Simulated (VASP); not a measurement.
# PbSe (Pnma) in VASP: single point with PBE

Aim: the single point of PbSe with PBE.

All numbers are computed with VASP 6.6.1; they aren't measurements. Logs are shortened: lines on timing, memory, paths and dates and some standing lists are left out, and cuts for length are marked.

## 1. Starting point

It takes space group Pnma (No. 62, orthorhombic). Conventional cell: a = 13.220 Å, b = 4.456 Å, c = 4.415 Å, α = 90.00°, β = 90.00°, γ = 90.00°. Around Pb (site symmetry m) lie 5 Se at 2.88 to 3.27 Å. Se (site symmetry m) is surrounded by 5 Pb at 2.88 to 3.27 Å.

Measurements of this composition are mostly on another form, of space group No. 225.

## 2. Single point, PBE

INCAR reads:

```
PREC     = Accurate       # precision mode
ENCUT    = 520            # plane-wave cutoff, eV
EDIFF    = 1E-7           # SCF threshold, eV
ISMEAR   = 0              # smearing method
SIGMA    = 0.1            # smearing width, eV
LREAL    = False          # projectors in reciprocal space
LASPH    = True           # aspherical terms in the spheres
NELM     = 100            # most SCF steps
ALGO     = Fast           # electronic algorithm
ISIF     = 2              # what is computed and relaxed
LWAVE    = False          # write WAVECAR
LCHARG   = False          # write CHGCAR
GGA      = PE             # functional
NBANDS   = 50             # bands
```

KPOINTS reads:

```
Automatic mesh
0
Gamma
  2 4 4
```

POSCAR reads:

```
PbSe
1.0
   13.2198180000      0.0000000000      0.0000000000
    0.0000000000      4.4564510000      0.0000000000
    0.0000000000      0.0000000000      4.4151840000
Pb Se
4 4
Direct
    0.8595810000      0.7500000000      0.9102860000
    0.3595810000      0.7500000000      0.5897140000
    0.1404190000      0.2500000000      0.0897140000
    0.6404190000      0.2500000000      0.4102860000
    0.6423060000      0.7500000000      0.9517540000
    0.1423060000      0.7500000000      0.5482460000
    0.3576940000      0.2500000000      0.0482460000
    0.8576940000      0.2500000000      0.4517540000
```

Potentials or basis: VASP PAW PBE potentials, release 64 (Pb_d, Se).

The run is started by

```console
> cat potpaw_PBE.64/Pb_d/POTCAR potpaw_PBE.64/Se/POTCAR > POTCAR
> mpirun -np 1 vasp_std > vasp.out
```

OUTCAR:

```text
PREC = Accurate
   ENCUT = 520
   EDIFF = 1E-7
   ISMEAR = 0
   LREAL = False
   LASPH = True
   NELM = 100
   ISIF = 2
   GGA = PE

 ion  position               nearest neighbor table
   1  0.860  0.750  0.910-   5 2.88   8 3.01   8 3.01   8 3.27   8 3.27
   2  0.360  0.750  0.590-   6 2.88   7 3.01   7 3.01   7 3.27   7 3.27
   3  0.140  0.250  0.090-   7 2.88   6 3.01   6 3.01   6 3.27   6 3.27
   4  0.640  0.250  0.410-   8 2.88   5 3.01   5 3.01   5 3.27   5 3.27
   5  0.642  0.750  0.952-   1 2.88   4 3.01   4 3.01   4 3.27   4 3.27
   6  0.142  0.750  0.548-   2 2.88   3 3.01   3 3.01   3 3.27   3 3.27
   7  0.358  0.250  0.048-   3 2.88   2 3.01   2 3.01   2 3.27   2 3.27
   8  0.858  0.250  0.452-   4 2.88   1 3.01   1 3.01   1 3.27   1 3.27

  LATTYP: Found a simple orthorhombic cell.
 ALAT       =     4.4151840000
 B/A-ratio  =     1.0093466093
 C/A-ratio  =     2.9941714773

  Lattice vectors:

 A1 = (   0.0000000000,   0.0000000000,  -4.4151840000)
 A2 = (   0.0000000000,   4.4564510000,   0.0000000000)
 A3 = (  13.2198180000,   0.0000000000,   0.0000000000)

Analysis of symmetry for initial positions (statically):
=====================================================================
 Subroutine PRICEL returns:
 Original cell was already a primitive cell.

 Routine SETGRP: Setting up the symmetry group for a
 simple orthorhombic supercell.

 Subroutine GETGRP returns: Found  8 space group operations
 (whereof  2 operations were pure point group operations)
 out of a pool of  8 trial point group operations.

The static configuration has the point symmetry S_2 .
 The point group associated with its full space group is D_2h.

Analysis of symmetry for dynamics (positions and initial velocities):
=====================================================================
 Subroutine PRICEL returns:
 Original cell was already a primitive cell.

 Routine SETGRP: Setting up the symmetry group for a
 simple orthorhombic supercell.

 Subroutine GETGRP returns: Found  8 space group operations
 (whereof  2 operations were pure point group operations)
 out of a pool of  8 trial point group operations.

The dynamic configuration has the point symmetry S_2 .
 The point group associated with its full space group is D_2h.

 Subroutine INISYM returns: Found  8 space group operations
 (whereof  2 operations are pure point group operations),
 and found     1 'primitive' translations

----------------------------------------------------------------------------------------

                                     Primitive cell

  volume of cell :     260.1138

  direct lattice vectors                    reciprocal lattice vectors
    13.219818000  0.000000000  0.000000000     0.075644007  0.000000000  0.000000000
     0.000000000  4.456451000  0.000000000     0.000000000  0.224393806  0.000000000
     0.000000000  0.000000000  4.415184000     0.000000000  0.000000000  0.226491127

  length of vectors
    13.219818000  4.456451000  4.415184000     0.075644007  0.224393806  0.226491127

  position of ions in fractional coordinates (direct lattice)
     0.859581000  0.750000000  0.910286000
     0.359581000  0.750000000  0.589714000
     0.140419000  0.250000000  0.089714000
     0.640419000  0.250000000  0.410286000
     0.642306000  0.750000000  0.951754000
     0.142306000  0.750000000  0.548246000
     0.357694000  0.250000000  0.048246000
     0.857694000  0.250000000  0.451754000

  ion indices of the primitive-cell ions
   primitive index   ion index
                 1           1
                 2           2
                 3           3
                 4           4
                 5           5
                 6           6
                 7           7
                 8           8

----------------------------------------------------------------------------------------

 KPOINTS: Automatic mesh

Automatic generation of k-mesh.
 Grid dimensions read from file:
 generate k-points for:    2    4    4

 Generating k-lattice:

  Cartesian coordinates                     Fractional coordinates (reciprocal lattice)
     0.037822003  0.000000000  0.000000000     0.500000000  0.000000000  0.000000000
     0.000000000  0.056098451  0.000000000     0.000000000  0.250000000  0.000000000
     0.000000000  0.000000000  0.056622782     0.000000000  0.000000000  0.250000000

  Length of vectors
     0.037822003  0.056098451  0.056622782

  Shift w.r.t. Gamma in fractional coordinates (k-lattice)
     0.000000000  0.000000000  0.000000000

 Subroutine IBZKPT returns following result:
 ===========================================

 Found     18 irreducible k-points:

 Following reciprocal coordinates:
            Coordinates               Weight
  0.000000  0.000000  0.000000      1.000000
  0.500000  0.000000  0.000000      1.000000
  0.000000  0.250000  0.000000      2.000000
  0.500000  0.250000  0.000000      2.000000
  0.000000  0.500000  0.000000      1.000000
  0.500000  0.500000  0.000000      1.000000
[... 10 lines left out ...]
  0.000000  0.500000  0.500000      1.000000
  0.500000  0.500000  0.500000      1.000000
   k-points           NKPTS =     18   k-points in BZ     NKDIM =     18   number of bands    NBANDS=     50
   number of dos      NEDOS =    301   number of ions     NIONS =      8
   total plane-waves  NPLWV = 127008
   dimension x,y,z NGX =    98 NGY =   36 NGZ =   36
   dimension x,y,z NGXF=   196 NGYF=   72 NGZF=   72
   ions per type =               4   4
   NGX,Y,Z   is equivalent  to a cutoff of  12.32, 13.43, 13.56 a.u.
   NGXF,Y,Z  is equivalent  to a cutoff of  24.65, 26.86, 27.11 a.u.
 SYSTEM =  unknown system
   PREC   = accura    normal or accurate (medium, high low for compatibility)
   ISTART =      0    job   : 0-new  1-cont  2-samecut
   ICHARG =      2    charge: 1-file 2-atom 10-const
   ISPIN  =      1    spin polarized calculation?
   LNONCOLLINEAR =      F non collinear calculations
   LSORBIT =      F    spin-orbit coupling
   LASPH  =      T    aspherical Exc in radial PAW
   ENCUT  =  520.0 eV  38.22 Ry    6.18 a.u.  24.58  8.29  8.21*2*pi/ulx,y,z
   NELM   =    100;   NELMIN=  2; NELMDL= -5     # of ELM steps
   EDIFF  = 0.1E-06   stopping-criterion for ELM
   LREAL  =      F    real-space projection
   EDIFFG = 0.1E-05   stopping-criterion for IOM
   NSW    =      0    number of steps for IOM
   IBRION =     -1    ionic relax: 0-MD 1-quasi-New 2-CG
   NFREE  =      0    steps in history (QN), initial steepest desc. (CG)
   ISIF   =      2    stress and relaxation
   ISYM   =      2    0-nonsym 1-usesym 2-fastsym
   POTIM  = 0.5000    time-step for ionic-motion
   TEBEG  =    0.0;   TEEND  =   0.0 temperature during run
   PSTRESS=    0.0 pullay stress
   NELECT =      80.0000    total number of electrons
   NUPDOWN=      -1.0000    fix difference up-down
   EMIN   =  10.00;   EMAX   =-10.00  energy-range for DOS
   EFERMI =   0.00;   METHOD = LEGACY
   ISMEAR =     0;   SIGMA  =   0.10  broadening in eV -4-tet -1-fermi 0-gaus
   EFERMI_NEDOS =   21; number of points for ismear=-14 and -15
   IALGO  =     68    algorithm
   IMIX   =      4    mixing-type and parameters
     AMIX     =   0.40;   BMIX     =  1.00
     AMIX_MAG =   1.60;   BMIX_MAG =  1.00
  volume/ion in A,a.u.               =      32.51       219.42
  Fermi-wavevector in a.u.,A,eV,Ry     =   1.105054  2.088250 16.614692  1.221145
  Thomas-Fermi vector in A             =   2.241536
   LORBIT       =      0    0 simple, 1 ext, 2 COOP (PROOUT), +10 PAW based schemes
   GGA     = PE    functional components
   LHFCALC =     F    Hartree Fock is set to
   AEXX    =    0.0000 exact exchange contribution
   IVDW    =     0    specifies the selected vdW correction
   LEPSILON=     F    determine dielectric tensor
   LRPA    =     F    only Hartree local field effects (RPA)
 non-spin polarized calculation
 RMM-DIIS sequential band-by-band and
 Gauss-broadening in eV      SIGMA  =   0.10
  energy-cutoff  :      520.00
  volume of cell :      260.11
 maximum number of plane-waves:      7042
   NGX = 49   NGY = 17   NGZ = 17

 number of electron      79.9999988 magnetization

 Free energy of the ion-electron system (eV)
  ---------------------------------------------------
  ext. energy  EPLUGINS =         0.00000000
  ---------------------------------------------------
  free energy    TOTEN  =       -32.38056359 eV

  energy without entropy =      -32.38056359  energy(sigma->0) =      -32.38056359

 E-fermi :   3.6916     XC(G=0):  -8.8946

 val. band max:        3.2537567784   @ k =   0.0000   0.5000   0.0000
 cond. band min:       4.5847983851   @ k =   0.0000   0.0000   0.2500
 fundamental gap:      1.3310416067
 Fermi energy:         3.6915595950

 k-point     1 :       0.0000    0.0000    0.0000
  band No.  band energies     occupation
      1     -13.0652      2.00000
      2     -13.0622      2.00000
      3     -12.9905      2.00000
      4     -12.9902      2.00000
      5     -12.9867      2.00000
      6     -12.9821      2.00000
[... 42 lines left out ...]
     49       8.4214      0.00000
     50       8.5777      0.00000

 k-point     2 :       0.5000    0.0000    0.0000
  band No.  band energies     occupation
      1     -13.0637      2.00000
      2     -13.0637      2.00000
      3     -12.9912      2.00000
      4     -12.9912      2.00000
      5     -12.9836      2.00000
      6     -12.9836      2.00000
[... 42 lines left out ...]
     49       8.3039      0.00000
     50       8.3047      0.00000

 k-point     3 :       0.0000    0.2500    0.0000
  band No.  band energies     occupation
      1     -13.0441      2.00000
      2     -13.0435      2.00000
      3     -12.9903      2.00000
      4     -12.9902      2.00000
      5     -12.9852      2.00000
      6     -12.9844      2.00000
[... 42 lines left out ...]
     49       7.5994      0.00000
     50       7.6387      0.00000

 k-point     4 :       0.5000    0.2500    0.0000
  band No.  band energies     occupation
      1     -13.0438      2.00000
      2     -13.0438      2.00000
      3     -12.9903      2.00000
      4     -12.9903      2.00000
      5     -12.9845      2.00000
      6     -12.9845      2.00000
[... 681 lines left out ...]
 k-point    17 :       0.0000    0.5000    0.5000
  band No.  band energies     occupation
      1     -13.0629      2.00000
      2     -13.0629      2.00000
      3     -13.0565      2.00000
      4     -13.0565      2.00000
      5     -12.9866      2.00000
      6     -12.9866      2.00000
[... 42 lines left out ...]
     49       9.1104      0.00000
     50       9.2936      0.00000

 k-point    18 :       0.5000    0.5000    0.5000
  band No.  band energies     occupation
      1     -13.0598      2.00000
      2     -13.0598      2.00000
      3     -13.0598      2.00000
      4     -13.0598      2.00000
      5     -12.9844      2.00000
      6     -12.9844      2.00000
[... 42 lines left out ...]
     49       9.1459      0.00000
     50       9.1461      0.00000

------------------------ aborting loop because EDIFF is reached ----------------------------------------

  FORCE on cell =-STRESS in cart. coord.  units (eV):
  Direction    XX          YY          ZZ          XY          YZ          ZX
  --------------------------------------------------------------------------------------
  -------------------------------------------------------------------------------------
  Total       -2.5851075     -0.7349438     -0.6610719      0.0000000      0.0000000      0.0000000
  in kB      -15.9230323     -4.5269038     -4.0718885      0.0000000      0.0000000      0.0000000
  external PRESSURE =      -8.1739415 kB  Pullay stress =       0.0000000 kB

 VOLUME and BASIS-vectors are now :
 -----------------------------------------------------------------------------
  energy-cutoff  :      520.00
  volume of cell :      260.11
      direct lattice vectors                 reciprocal lattice vectors
    13.219818000  0.000000000  0.000000000     0.075644007  0.000000000  0.000000000
     0.000000000  4.456451000  0.000000000     0.000000000  0.224393806  0.000000000
     0.000000000  0.000000000  4.415184000     0.000000000  0.000000000  0.226491127

 POSITION                                       TOTAL-FORCE (eV/Angst)
 -----------------------------------------------------------------------------------
     11.36350      3.34234      4.01908        -0.100405     -0.000000     -0.018713
      4.75360      3.34234      2.60370        -0.100405      0.000000      0.018713
      1.85631      1.11411      0.39610         0.100405     -0.000000      0.018713
      8.46622      1.11411      1.81149         0.100405      0.000000     -0.018713
      8.49117      3.34234      4.20217         0.099584     -0.000000     -0.037382
      1.88126      3.34234      2.42061         0.099584     -0.000000      0.037382
      4.72865      1.11411      0.21301        -0.099584      0.000000      0.037382
     11.33856      1.11411      1.99458        -0.099584     -0.000000     -0.037382
 -----------------------------------------------------------------------------------
    total drift:                               -0.000000      0.000000      0.000000

  FREE ENERGIE OF THE ION-ELECTRON SYSTEM (eV)
  ---------------------------------------------------
  free  energy   TOTEN  =       -32.3805635881 eV

  energy  without entropy=      -32.3805635881  energy(sigma->0) =      -32.38056359
```

Wall time 3.8 min (1 thread of AMD EPYC 9R45 (Zen 5), shared host); peak memory 0.43 GiB.

What came out:

```yaml
Free_energy: -32.3806 eV
Pressure: -0.8 GPa
Largest_force: 0.106 eV/Å
Band_gap_on_the_k_mesh: 1.33 eV, indirect (least direct gap 1.39 eV)
```

Forces on the atoms (eV/Å):
```
Pb  -0.100  0.000 -0.019
Pb  -0.100  0.000  0.019
Pb   0.100  0.000  0.019
Pb   0.100  0.000 -0.019
Se   0.100  0.000 -0.037
Se   0.100  0.000  0.037
Se  -0.100  0.000  0.037
Se  -0.100  0.000 -0.037
```

Stress tensor (GPa, compression positive):
```
-1.59  0.00  0.00
 0.00 -0.45  0.00
 0.00  0.00 -0.41
```

Caveat: spin-orbit coupling is left out, which as a rule narrows the gap of such compounds by several tenths of an eV; this functional lacks dispersion, which binds the layers, so the pressure and a relaxed spacing across them are unreliable.
